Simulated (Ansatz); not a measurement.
Crystal: Ge.

```
CELL_PARAMETERS angstrom
0.00000 2.82891 2.82891
2.82891 0.00000 2.82891
2.82891 2.82891 0.00000
ATOMIC_POSITIONS crystal
Ge 0.75000 0.75000 0.75000
Ge 0.50000 0.50000 0.50000
```

Program: Ansatz 0.2.0. Alike in all runs: cell as given. Hardware: 1 thread of Arm Neoverse V2 (shared host).

Order these runs on this cell by their wall time, lowest first.
A. task electron localisation function; level PBE; potentials or basis JTH PAW; spin off; k mesh 5 × 5 × 5; cutoff (eV) 450; smearing fermi-dirac 0.15 eV; other keys hamiltonian.xc = pbe; basis.ecutwfc = 33.1 Ry; …; mesh quality coarse
B. task projected density of states; level SVWN5; potentials or basis Ansatz PAW; spin off; k mesh 8 × 8 × 8; cutoff (eV) 420; smearing methfessel-paxton 0.1 eV; mesh quality not flagged
C. task Wannier functions; level PBEsol; potentials or basis PseudoDojo standard (PBEsol files); spin off; k mesh 8 × 8 × 8; cutoff (eV) 1061; smearing gaussian 0.025 eV; mesh quality not flagged
D. task electric field gradients; level m-r2SCAN; potentials or basis Ansatz PAW earlier set; spin collinear, antiferromagnetic start; k mesh 8 × 8 × 8; cutoff (eV) 1230; smearing gaussian 0.02 eV; mesh quality not flagged

A (1 s), B (3.6 s), C (26 s), D (78 s).

Caveats: some runs use coarse meshes; this crystal is a semiconductor, whose small gap the functional closes, so the metal is an error of the method (some runs); the cutoff lies under the one recommended for these potentials (some runs); the starting moments weren't kept (some runs); some levels weren't fully converged (some runs).
